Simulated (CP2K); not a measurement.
# MgO (Fm-3m) in CP2K: further runs, part 2 of 2

CP2K 2026.2. The steps go on from the part before.

**3. Single point, PBE+rVV10**

Contents of mgo_scf.inp:

```
&GLOBAL
  PROJECT mgo_scf
  RUN_TYPE ENERGY_FORCE
  PRINT_LEVEL LOW
&END GLOBAL
&FORCE_EVAL
  METHOD QS
  STRESS_TENSOR ANALYTICAL
  &DFT
    BASIS_SET_FILE_NAME BASIS_MOLOPT_UZH
    POTENTIAL_FILE_NAME POTENTIAL_UZH
    &MGRID
      CUTOFF 1400
      REL_CUTOFF 60
      NGRIDS 4
    &END MGRID
    &QS
      METHOD GPW
      EPS_DEFAULT 1.0E-9
    &END QS
    &KPOINTS
      SCHEME MONKHORST-PACK 11 11 11
      GAMMA_CENTERED T
      SYMMETRY T
      SYMMETRY_BACKEND SPGLIB
    &END KPOINTS
    &SCF
      SCF_GUESS ATOMIC
      EPS_SCF 1.0E-6
      MAX_SCF 100
      ADDED_MOS 10
      CHOLESKY OFF
      EPS_EIGVAL 1.0E-7
      &DIAGONALIZATION ON
        ALGORITHM STANDARD
      &END DIAGONALIZATION
      &MIXING ON
        METHOD BROYDEN_MIXING
        ALPHA 0.4
        BETA 1.5
        NBUFFER 8
      &END MIXING
      &SMEAR ON
        METHOD FERMI_DIRAC
        ELECTRONIC_TEMPERATURE [K] 580.226
      &END SMEAR
    &END SCF
    &XC
      &XC_FUNCTIONAL
        &GGA_X_PBE
        &END GGA_X_PBE
        &GGA_C_PBE
        &END GGA_C_PBE
      &END XC_FUNCTIONAL
      &VDW_POTENTIAL
        POTENTIAL_TYPE NON_LOCAL
        &NON_LOCAL
          TYPE RVV10
          PARAMETERS 10.0 0.0093
          KERNEL_FILE_NAME rVV10_kernel_table.dat
          CUTOFF 300
        &END NON_LOCAL
      &END VDW_POTENTIAL
    &END XC
    &PRINT
      &KPOINTS ON
      &END KPOINTS
      &MULLIKEN ON
      &END MULLIKEN
      &MO ON
        ENERGIES T
        OCCUPATION_NUMBERS T
        &EACH
          QS_SCF 0
        &END EACH
        ADD_LAST NUMERIC
      &END MO
    &END PRINT
  &END DFT
  &SUBSYS
    &CELL
      A 2.9656078099 0.0000000000 0.0000000000
      B 1.4828039049 2.5682917010 0.0000000000
      C 1.4828039049 0.8560972337 2.4214086371
      PERIODIC XYZ
    &END CELL
    &COORD
      SCALED
      Mg  0.0000000000 0.0000000000 0.0000000000
      O   0.5000000000 0.5000000000 0.5000000000
    &END COORD
    &KIND Mg
      BASIS_SET TZVP-MOLOPT-PBE-GTH-q10
      POTENTIAL GTH-PBE-q10
    &END KIND
    &KIND O
      BASIS_SET TZVP-MOLOPT-PBE-GTH-q6
      POTENTIAL GTH-PBE-q6
    &END KIND
    &PRINT
      &ATOMIC_COORDINATES ON
      &END ATOMIC_COORDINATES
      &CELL ON
      &END CELL
    &END PRINT
  &END SUBSYS
  &PRINT
    &FORCES ON
    &END FORCES
    &STRESS_TENSOR ON
    &END STRESS_TENSOR
  &END PRINT
&END FORCE_EVAL
```

Potentials or basis: POTENTIAL_UZH Mg GTH-PBE-q10, O GTH-PBE-q6; TZVP-MOLOPT-PBE-GTH basis.

Run with:

```console
> OMP_NUM_THREADS=1 cp2k.psmp -i mgo_scf.inp -o mgo_scf.out
```

mgo_scf.out:

```text

 CP2K| version string:                                       CP2K version 2026.2
 CP2K| Input file name                                               mgo_scf.inp

 GLOBAL| Force Environment number                                              1
 GLOBAL| Basis set file name                                    BASIS_MOLOPT_UZH
 GLOBAL| Potential file name                                       POTENTIAL_UZH
 GLOBAL| MM Potential file name                                     MM_POTENTIAL
 GLOBAL| Coordinate file name                                      __STD_INPUT__
 GLOBAL| Method name                                                        CP2K
 GLOBAL| Project name                                                    mgo_scf
 GLOBAL| Run type                                                   ENERGY_FORCE
 GLOBAL| FFT library                                                       FFTW3
 GLOBAL| Diagonalization library                                       ScaLAPACK
 GLOBAL| Cholesky decomposition library                                ScaLAPACK
 GLOBAL| DGEMM library                                                      BLAS
 GLOBAL| Direct generalized diagonalization requested                          F
 GLOBAL| Matrix multiplication library                                 ScaLAPACK
 GLOBAL| Global print level                                                  LOW
 GLOBAL| Total number of message passing processes                             1
 GLOBAL| Number of threads for this process                                    1
 GLOBAL| CPU model name                                 Intel(R) Xeon(R) 6975P-C

 CELL| Volume [angstrom^3]:                                            18.442770
 CELL| Vector a [angstrom]:       2.966     0.000     0.000   |a| =     2.965608
 CELL| Vector b [angstrom]:       1.483     2.568     0.000   |b| =     2.965608
 CELL| Vector c [angstrom]:       1.483     0.856     2.421   |c| =     2.965608
 CELL| Angle (b,c), alpha [degree]:                                    60.000000
 CELL| Angle (a,c), beta  [degree]:                                    60.000000
 CELL| Angle (a,b), gamma [degree]:                                    60.000000
 CELL| Numerically orthorhombic:                                              NO
 CELL| Periodicity                                                           XYZ

 CELL_REF| Volume [angstrom^3]:                                        18.442770
 CELL_REF| Vector a [angstrom     2.966     0.000     0.000   |a| =     2.965608
 CELL_REF| Vector b [angstrom     1.483     2.568     0.000   |b| =     2.965608
 CELL_REF| Vector c [angstrom     1.483     0.856     2.421   |c| =     2.965608
 CELL_REF| Angle (b,c), alpha [degree]:                                60.000000
[... 145 lines left out ...]
  Total charge density on r-space grids:        0.0000001625
  Total charge density g-space grids:           0.0000001625

  Overlap energy of the core charge distribution:               0.00000000000000
  Self energy of the core charge distribution:               -187.94234413925506
  Core Hamiltonian energy:                                     55.38336949735133
  Hartree energy:                                              65.36210404611413
  Exchange-correlation energy:                                -12.28360724706286
  Dispersion energy:                                            0.02302155625463
  Electronic entropic energy:                                  -0.00000000000000
  Fermi energy:                                                 0.33017848254793

  Total energy:                                               -79.45745628659782
  Total energy (extrapolated to T->0):                        -79.45745628659782

 MO| EIGENVALUES AND OCCUPATION NUMBERS FOR K POINT 1
 MO|
 MO|  Index      Eigenvalue [a.u.]        Eigenvalue [eV]             Occupation
 MO|      1              -2.403271             -65.396338               2.000000
 MO|      2              -1.184420             -32.229712               2.000000
 MO|      3              -1.181626             -32.153687               2.000000
 MO|      4              -1.181626             -32.153686               2.000000
 MO|      5              -0.330065              -8.981524               2.000000
 MO|      6               0.089066               2.423601               2.000000
[... 335 lines left out ...]
 MO|     17               2.016036              54.859139               0.000000
 MO|     18               2.134857              58.092408               0.000000
 MO| Sum:                                                              16.000000
 MO| E(Fermi):            0.330178 a.u.          8.984613 eV
 MO| Band gap:            0.391568 a.u.         10.655101 eV

 [... the levels of further k-points ...]

 !-----------------------------------------------------------------------------!
                     Mulliken Population Analysis

 #  Atom  Element  Kind  Atomic population                           Net charge
       1     Mg       1          8.021000                              1.979000
       2     O        2          7.979000                             -1.979000
 # Total charge                             16.000000                 -0.000000

 !-----------------------------------------------------------------------------!

 ENERGY| Total FORCE_EVAL ( QS ) energy [hartree]            -79.457456200309380

 FORCES| Atomic forces [hartree/bohr]
 FORCES|   Atom     x               y               z               |f|
 FORCES|      1  8.53397460E-16  1.58372623E-14  2.63061544E-14   3.07174368E-14
 FORCES|      2 -6.16285742E-15 -1.11931294E-14  1.17054947E-14   1.73287496E-14
 FORCES| Sum    -5.30945996E-15  4.64413291E-15  3.80116491E-14
 FORCES| Total atomic force                                       3.86606234E-14

 STRESS| Analytical stress tensor [bar]
 STRESS|                        x                   y                   z
 STRESS|      x        9.42017966969E+04  -5.25108728880E+02  -3.71129410717E+02
 STRESS|      y       -5.25108728880E+02   9.48145998702E+04  -2.14607534077E+02
 STRESS|      z       -3.71129410717E+02  -2.14607534077E+02   9.49625164418E+04
 STRESS| 1/3 Trace                                             9.46596376696E+04
 STRESS| Determinant                                           8.48133579063E+14

 STRESS| Eigenvectors and eigenvalues of the analytical stress tensor [bar]
 STRESS|                        1                   2                   3
 STRESS| Eigenvalues   9.37488039662E+04   9.51134177200E+04   9.51166913227E+04
 STRESS|      x           0.817509048631     -0.464633305200     -0.340286419220
 STRESS|      y           0.469843575431      0.196370690757      0.860630911853
 STRESS|      z           0.333055505934      0.863454945849     -0.378839789959
```

It took 46 s on 1 thread of Intel Xeon 6975P-C (Granite Rapids), shared host; peak memory 0.48 GiB.

Results:

```yaml
Free_energy: -2162.1473 eV
Pressure: 9.5 GPa
Band_gap_on_the_k_mesh: 4.77 eV, direct
Mulliken_charges: Mg +1.98; O -1.98 e
```

Levels at points of the mesh, in eV from the valence-band top:
| k point | band 4 | band 5 | band 6 | band 7 | band 8 | band 9 | band 10 | band 11 | band 12 | band 13 |
| --- | --- | --- | --- | --- | --- | --- | --- | --- | --- | --- |
| (0.00, 0.00, 0.00) | -39.15 | -17.33 | 0.00 | 0.00 | 0.00 | 4.77 | 24.87 | 24.87 | 24.88 | 39.86 |

Caveat: Mulliken charges move with the basis; the basis of atomic orbitals isn't converged, which shifts pressures, moduli and gaps; the real-space grid breaks the cell's symmetry a little.

**4. Single point, PBE+D3(BJ)+ATM**

mgo_scf.inp, as its differences from that of step 3:

```diff
@@ -55,9 +55,11 @@
       &VDW_POTENTIAL
-        POTENTIAL_TYPE NON_LOCAL
-        &NON_LOCAL
-          TYPE RVV10
-          PARAMETERS 10.0 0.0093
-          KERNEL_FILE_NAME rVV10_kernel_table.dat
-          CUTOFF 300
-        &END NON_LOCAL
+        POTENTIAL_TYPE PAIR_POTENTIAL
+        &PAIR_POTENTIAL
+          TYPE DFTD3(BJ)
+          REFERENCE_FUNCTIONAL PBE
+          PARAMETER_FILE_NAME dftd3.dat
+          R_CUTOFF 20
+          CALCULATE_C9_TERM T
+          REFERENCE_C9_TERM T
+        &END PAIR_POTENTIAL
       &END VDW_POTENTIAL
```

Run with:

```console
> OMP_NUM_THREADS=1 cp2k.psmp -i mgo_scf.inp -o mgo_scf.out
```

Wall time 82 s (1 thread of Intel Xeon 6975P-C (Granite Rapids), shared host); peak memory 0.47 GiB.

Results (log left out):

```
Free energy            : -2163.3339 eV
Pressure               : 6.2 GPa
Band gap on the k mesh : 4.82 eV, direct
Mulliken charges       : Mg +1.99; O -1.99 e
```

Levels at points of the mesh, in eV from the valence-band top:
```
           k point  band 6  band 7  band 8  band 9  band 10  band 11
(0.00, 0.00, 0.00)    0.00    0.00    0.00    4.82    24.91    24.91
```

Caveat: Mulliken charges move with the basis; the basis of atomic orbitals isn't converged, which shifts pressures, moduli and gaps.

**5. Summary**

| level | cutoff radius of the dispersion sum (A) | cutoff of the non-local correlation (Ry) | gap on the mesh (eV) | pressure (GPa) |
| --- | --- | --- | --- | --- |
| PBE+D4 | 20 | - | 4.82 | 7.7 |
| PBE+rVV10 | - | 300 | 4.77 | 9.5 |
| PBE+D3(BJ)+ATM | 20 | - | 4.82 | 6.2 |

Alike in all rows: task single point; potentials or basis POTENTIAL_UZH Mg GTH-PBE-q10, O GTH-PBE-q6; TZVP-MOLOPT-PBE-GTH basis; no spin polarisation; cell as given; k mesh 11 × 11 × 11; smearing fermi-dirac 0.05 eV.

Caveats: the basis of atomic orbitals isn't converged, which shifts pressures, moduli and gaps; the real-space grid breaks the cell's symmetry a little (some runs).

Total energies depend on the potentials used, so only differences within one code and one set of settings carry meaning.

**6. How close it comes**

Step 2. Measured gap of MgO: 7.83 eV (quoted in “Electronic structure of alkaline earth and post-transition metal oxides”, 2009, arxiv:0908.1581). This calculation gives 4.82 eV (-3.01 eV). The value is that of PBE+D4 in an atomic basis (POTENTIAL_UZH Mg GTH-PBE-q10, O GTH-PBE-q6; TZVP-MOLOPT-PBE-GTH basis), whose error adds to the functional's,, without temperature or zero-point motion. Semilocal functionals fall short of measured gaps as a rule. The cell is a database's relaxed one, not the measured one, which moves gaps too.

Step 3. Against the measured gap of MgO, 7.83 eV (quoted in “Electronic structure of alkaline earth and post-transition metal oxides”, 2009, arxiv:0908.1581), the calculated 4.77 eV is off by -3.06 eV. The value is that of PBE+rVV10 in an atomic basis (POTENTIAL_UZH Mg GTH-PBE-q10, O GTH-PBE-q6; TZVP-MOLOPT-PBE-GTH basis), whose error adds to the functional's,, without temperature or zero-point motion. Semilocal functionals fall short of measured gaps as a rule. The cell is a database's relaxed one, not the measured one, which moves gaps too.

Step 4. Against the measured gap of MgO, 7.83 eV (quoted in “Electronic structure of alkaline earth and post-transition metal oxides”, 2009, arxiv:0908.1581), the calculated 4.82 eV is off by -3.01 eV. The value is that of PBE+D3(BJ)+ATM in an atomic basis (POTENTIAL_UZH Mg GTH-PBE-q10, O GTH-PBE-q6; TZVP-MOLOPT-PBE-GTH basis), whose error adds to the functional's,, without temperature or zero-point motion. Semilocal functionals fall short of measured gaps as a rule. The cell is a database's relaxed one, not the measured one, which moves gaps too.
